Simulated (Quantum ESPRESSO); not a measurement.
Runs of Quantum ESPRESSO 7.5 on AlN. It takes space group P6_3mc (No. 186, hexagonal). The conventional cell has a = 3.113 Å, b = 3.113 Å, c = 4.981 Å, α = 90.00°, β = 90.00°, γ = 120.00°. Al (site symmetry 3m) is surrounded by 4 N at 1.89 Å. N (site symmetry 3m) has 4 Al at 1.89 Å as nearest neighbours. 

```csv
level,potentials or basis,cell,form of the LDA correlation,pressure (GPa),largest force (eV/Å)
PBE,PseudoDojo 0.4.1 SR PBE standard,as given,-,(a),0.13
LDA,PseudoDojo 0.4.1 SR LDA standard,as given,PW92,-5.8,0.11
LDA,PseudoDojo 0.4.1 SR LDA standard,relaxed,PW92,0.0,-
PBE,PseudoDojo 0.4.1 SR PBE standard,relaxed,-,0.0,-
```

Alike in all rows: task dielectric tensor; no spin polarisation; k mesh 8 × 8 × 5, shifted; cutoff (eV) 1143; smearing fermi-dirac 0.02 eV.

Task: Estimate the missing entries.

Result: (a) 3.4.

Caveats: the cell is more than 3 GPa from zero pressure, which shifts response properties (some runs).

Not every run made on this cell is shown here.
